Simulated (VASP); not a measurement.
# InP (Fm-3m) in VASP: notebook

The runs below take InP through single point, with PBE.

Everything below comes from runs of VASP 6.6.1. Logs are shortened: lines on timing, memory, paths and dates and some standing lists are left out, and cuts for length are marked.

### Step 1. The structure

It takes space group Fm-3m (No. 225, cubic). The conventional cell has a = 5.710 Å, b = 5.710 Å, c = 5.710 Å, α = 90.00°, β = 90.00°, γ = 90.00°. In (site symmetry m-3m) is surrounded by 6 P at 2.85 Å. Around P (site symmetry m-3m) lie 6 In at 2.85 Å.

Measurements of this composition are mostly on another form, of space group No. 216.

### Step 2. Single point, PBE

Input file INCAR:

```
PREC = Accurate
ENCUT = 520
EDIFF = 1E-6
ISMEAR = 0
SIGMA = 0.15
LREAL = False
LASPH = True
NELM = 100
ALGO = Normal
ISIF = 2
LWAVE = False
LCHARG = True
GGA = PE
LELF = True
LVHAR = True
NBANDS = 16
```

Input file KPOINTS:

```
Automatic mesh
0
Gamma
  14 14 14
```

Input file POSCAR:

```
InP
1.0
    0.0000000000      2.8550000000      2.8550000000
    2.8550000000      0.0000000000      2.8550000000
    2.8550000000      2.8550000000      0.0000000000
In P
1 1
Direct
    0.0000000000      0.0000000000      0.0000000000
    0.5000000000      0.5000000000      0.5000000000
```

Potentials or basis: VASP PAW PBE potentials, release 64 (In_d, P).

The run is started by

```bash
cat potpaw_PBE.64/In_d/POTCAR potpaw_PBE.64/P/POTCAR > POTCAR
mpirun -np 1 vasp_std > vasp.out
```

OUTCAR:

```text
PREC = Accurate
   ENCUT = 520
   EDIFF = 1E-6
   ISMEAR = 0
   LREAL = False
   LASPH = True
   NELM = 100
   ISIF = 2
   GGA = PE

 ion  position               nearest neighbor table
   1  0.000  0.000  0.000-   2 2.85   2 2.85   2 2.85   2 2.85   2 2.85   2 2.85
   2  0.500  0.500  0.500-   1 2.85   1 2.85   1 2.85   1 2.85   1 2.85   1 2.85

  LATTYP: Found a face centered cubic cell.
 ALAT       =     5.7100000000

  Lattice vectors:

 A1 = (   0.0000000000,   2.8550000000,   2.8550000000)
 A2 = (   2.8550000000,   0.0000000000,   2.8550000000)
 A3 = (   2.8550000000,   2.8550000000,   0.0000000000)

Analysis of symmetry for initial positions (statically):
=====================================================================
 Subroutine PRICEL returns:
 Original cell was already a primitive cell.

 Routine SETGRP: Setting up the symmetry group for a
 face centered cubic supercell.

 Subroutine GETGRP returns: Found 48 space group operations
 (whereof 48 operations were pure point group operations)
 out of a pool of 48 trial point group operations.

The static configuration has the point symmetry O_h .

Analysis of symmetry for dynamics (positions and initial velocities):
=====================================================================
 Subroutine PRICEL returns:
 Original cell was already a primitive cell.

 Routine SETGRP: Setting up the symmetry group for a
 face centered cubic supercell.

 Subroutine GETGRP returns: Found 48 space group operations
 (whereof 48 operations were pure point group operations)
 out of a pool of 48 trial point group operations.

The dynamic configuration has the point symmetry O_h .

 Subroutine INISYM returns: Found 48 space group operations
 (whereof 48 operations are pure point group operations),
 and found     1 'primitive' translations

----------------------------------------------------------------------------------------

                                     Primitive cell

  volume of cell :      46.5424

  direct lattice vectors                    reciprocal lattice vectors
     0.000000000  2.855000000  2.855000000    -0.175131349  0.175131349  0.175131349
     2.855000000  0.000000000  2.855000000     0.175131349 -0.175131349  0.175131349
     2.855000000  2.855000000  0.000000000     0.175131349  0.175131349 -0.175131349

  length of vectors
     4.037579721  4.037579721  4.037579721     0.303336394  0.303336394  0.303336394

  position of ions in fractional coordinates (direct lattice)
     0.000000000  0.000000000  0.000000000
     0.500000000  0.500000000  0.500000000

  ion indices of the primitive-cell ions
   primitive index   ion index
                 1           1
                 2           2

----------------------------------------------------------------------------------------

 KPOINTS: Automatic mesh

Automatic generation of k-mesh.
 Grid dimensions read from file:
 generate k-points for:   14   14   14

 Generating k-lattice:

  Cartesian coordinates                     Fractional coordinates (reciprocal lattice)
    -0.012509382  0.012509382  0.012509382     0.071428571  0.000000000  0.000000000
     0.012509382 -0.012509382  0.012509382     0.000000000  0.071428571  0.000000000
     0.012509382  0.012509382 -0.012509382     0.000000000  0.000000000  0.071428571

  Length of vectors
     0.021666885  0.021666885  0.021666885

  Shift w.r.t. Gamma in fractional coordinates (k-lattice)
     0.000000000  0.000000000  0.000000000

 Subroutine IBZKPT returns following result:
 ===========================================

 Found    104 irreducible k-points:

 Following reciprocal coordinates:
            Coordinates               Weight
  0.000000  0.000000  0.000000      1.000000
  0.071429  0.000000  0.000000      8.000000
  0.142857  0.000000  0.000000      8.000000
  0.214286  0.000000  0.000000      8.000000
  0.285714  0.000000  0.000000      8.000000
  0.357143  0.000000  0.000000      8.000000
[... 16 lines left out ...]
  0.214286  0.142857  0.000000     24.000000
  0.285714  0.142857  0.000000     24.000000
 [... further k-points ...]
   k-points           NKPTS =    104   k-points in BZ     NKDIM =    104   number of bands    NBANDS=     16
   number of dos      NEDOS =    301   number of ions     NIONS =      2
   total plane-waves  NPLWV =  27000
   dimension x,y,z NGX =    30 NGY =   30 NGZ =   30
   dimension x,y,z NGXF=    60 NGYF=   60 NGZF=   60
   ions per type =               1   1
   NGX,Y,Z   is equivalent  to a cutoff of  12.35, 12.35, 12.35 a.u.
   NGXF,Y,Z  is equivalent  to a cutoff of  24.70, 24.70, 24.70 a.u.
 SYSTEM =  unknown system
   PREC   = accura    normal or accurate (medium, high low for compatibility)
   ISTART =      0    job   : 0-new  1-cont  2-samecut
   ICHARG =      2    charge: 1-file 2-atom 10-const
   ISPIN  =      1    spin polarized calculation?
   LNONCOLLINEAR =      F non collinear calculations
   LSORBIT =      F    spin-orbit coupling
   LASPH  =      T    aspherical Exc in radial PAW
   ENCUT  =  520.0 eV  38.22 Ry    6.18 a.u.   7.51  7.51  7.51*2*pi/ulx,y,z
   NELM   =    100;   NELMIN=  2; NELMDL= -5     # of ELM steps
   EDIFF  = 0.1E-05   stopping-criterion for ELM
   LREAL  =      F    real-space projection
   EDIFFG = 0.1E-04   stopping-criterion for IOM
   NSW    =      0    number of steps for IOM
   IBRION =     -1    ionic relax: 0-MD 1-quasi-New 2-CG
   NFREE  =      0    steps in history (QN), initial steepest desc. (CG)
   ISIF   =      2    stress and relaxation
   ISYM   =      2    0-nonsym 1-usesym 2-fastsym
   POTIM  = 0.5000    time-step for ionic-motion
   TEBEG  =    0.0;   TEEND  =   0.0 temperature during run
   PSTRESS=    0.0 pullay stress
   NELECT =      18.0000    total number of electrons
   NUPDOWN=      -1.0000    fix difference up-down
   EMIN   =  10.00;   EMAX   =-10.00  energy-range for DOS
   EFERMI =   0.00;   METHOD = LEGACY
   ISMEAR =     0;   SIGMA  =   0.15  broadening in eV -4-tet -1-fermi 0-gaus
   EFERMI_NEDOS =   21; number of points for ismear=-14 and -15
   IALGO  =     38    algorithm
   IMIX   =      4    mixing-type and parameters
     AMIX     =   0.40;   BMIX     =  1.00
     AMIX_MAG =   1.60;   BMIX_MAG =  1.00
  volume/ion in A,a.u.               =      23.27       157.04
  Fermi-wavevector in a.u.,A,eV,Ry     =   1.192750  2.253971 19.356375  1.422653
  Thomas-Fermi vector in A             =   2.328781
   LORBIT       =      0    0 simple, 1 ext, 2 COOP (PROOUT), +10 PAW based schemes
   GGA     = PE    functional components
   LHFCALC =     F    Hartree Fock is set to
   AEXX    =    0.0000 exact exchange contribution
   IVDW    =     0    specifies the selected vdW correction
   LEPSILON=     F    determine dielectric tensor
   LRPA    =     F    only Hartree local field effects (RPA)
 non-spin polarized calculation
 Gauss-broadening in eV      SIGMA  =   0.15
  energy-cutoff  :      520.00
  volume of cell :       46.54
 maximum number of plane-waves:      1275
   NGX = 15   NGY = 15   NGZ = 15

 number of electron      17.9999993 magnetization

 Free energy of the ion-electron system (eV)
  ---------------------------------------------------
  ext. energy  EPLUGINS =         0.00000000
  ---------------------------------------------------
  free energy    TOTEN  =        -7.84972099 eV

  energy without entropy =       -7.83506273  energy(sigma->0) =       -7.84239186

 E-fermi :   5.9428     XC(G=0):  -9.9772

 val. band max:        5.9209748119   @ k =   0.3571   0.1429   0.0714
 cond. band min:       5.9488090137   @ k =  -0.3571   0.1429   0.0000
 fundamental gap:      0.0278342017
 Fermi energy:         5.9428123447

 k-point     1 :       0.0000    0.0000    0.0000
  band No.  band energies     occupation
      1      -8.1576      2.00000
      2      -8.1576      2.00000
      3      -8.1435      2.00000
      4      -8.1435      2.00000
      5      -8.1435      2.00000
      6      -5.4069      2.00000
[... 8 lines left out ...]
     15      13.8878      0.00000
     16      13.8878      0.00000

 k-point     2 :       0.0714    0.0000    0.0000
  band No.  band energies     occupation
      1      -8.1591      2.00000
      2      -8.1591      2.00000
      3      -8.1435      2.00000
      4      -8.1412      2.00000
      5      -8.1412      2.00000
      6      -5.3500      2.00000
[... 8 lines left out ...]
     15      13.5516      0.00000
     16      13.9830      0.00000

 k-point     3 :       0.1429    0.0000    0.0000
  band No.  band energies     occupation
      1      -8.1647      2.00000
      2      -8.1647      2.00000
      3      -8.1435      2.00000
      4      -8.1335      2.00000
      5      -8.1335      2.00000
      6      -5.1816      2.00000
[... 8 lines left out ...]
     15      13.7074      0.00000
     16      13.9354      0.00000

 k-point     4 :       0.2143    0.0000    0.0000
  band No.  band energies     occupation
      1      -8.1735      2.00000
      2      -8.1735      2.00000
      3      -8.1438      2.00000
      4      -8.1214      2.00000
      5      -8.1214      2.00000
      6      -4.9093      2.00000
[... 8 lines left out ...]
     15      14.2137      0.00000
     16      14.2137      0.00000
[... 324 lines left out ...]
 k-point    22 :       0.1429    0.1429    0.0000
  band No.  band energies     occupation
      1      -8.1828      2.00000
      2      -8.1511      2.00000
      3      -8.1507      2.00000
      4      -8.1290      2.00000
      5      -8.1290      2.00000
      6      -5.0990      2.00000
[... 8 lines left out ...]
     15      15.4047      0.00000
     16      15.4047      0.00000

 k-point    23 :       0.2143    0.1429    0.0000
  band No.  band energies     occupation
      1      -8.1976      2.00000
      2      -8.1527      2.00000
      3      -8.1520      2.00000
      4      -8.1216      2.00000
      5      -8.1186      2.00000
      6      -4.8902      2.00000
[... 8 lines left out ...]
     15      15.4511      0.00000
     16      15.6953      0.00000

 k-point    24 :       0.2857    0.1429    0.0000
  band No.  band energies     occupation
      1      -8.2120      2.00000
      2      -8.1587      2.00000
      3      -8.1517      2.00000
      4      -8.1142      2.00000
      5      -8.1048      2.00000
      6      -4.5839      2.00000
[... 8 lines left out ...]
     15      15.8363      0.00000
     16      15.8890      0.00000

 [... further k-points ...]

------------------------ aborting loop because EDIFF is reached ----------------------------------------

  FORCE on cell =-STRESS in cart. coord.  units (eV):
  Direction    XX          YY          ZZ          XY          YZ          ZX
  --------------------------------------------------------------------------------------
  -------------------------------------------------------------------------------------
  Total       -1.5505252     -1.5505252     -1.5505252      0.0000000      0.0000000     -0.0000000
  in kB      -53.3753930    -53.3753930    -53.3753930      0.0000000      0.0000000     -0.0000000
  external PRESSURE =     -53.3753930 kB  Pullay stress =       0.0000000 kB

 VOLUME and BASIS-vectors are now :
 -----------------------------------------------------------------------------
  energy-cutoff  :      520.00
  volume of cell :       46.54
      direct lattice vectors                 reciprocal lattice vectors
     0.000000000  2.855000000  2.855000000    -0.175131349  0.175131349  0.175131349
     2.855000000  0.000000000  2.855000000     0.175131349 -0.175131349  0.175131349
     2.855000000  2.855000000  0.000000000     0.175131349  0.175131349 -0.175131349

 POSITION                                       TOTAL-FORCE (eV/Angst)
 -----------------------------------------------------------------------------------
      0.00000      0.00000      0.00000         0.000000      0.000000     -0.000000
      2.85500      2.85500      2.85500         0.000000      0.000000      0.000000
 -----------------------------------------------------------------------------------
    total drift:                               -0.000000      0.000000      0.000000

  FREE ENERGIE OF THE ION-ELECTRON SYSTEM (eV)
  ---------------------------------------------------
  free  energy   TOTEN  =        -7.8497209928 eV

  energy  without entropy=       -7.8350627328  energy(sigma->0) =       -7.84239186
```

Run time: 77 s. Hardware: 1 thread of Intel Xeon Platinum 8259CL at 2.50GHz (Skylake/Cascade Lake), shared host; peak memory 0.22 GiB.

Results:

| Item | Value |
| --- | --- |
| Free energy | -7.8497 eV |
| Pressure | -5.3 GPa |
| Band gap on the k mesh | none (metal or under the smearing width) |

(Part 1 of 2 ends here.)
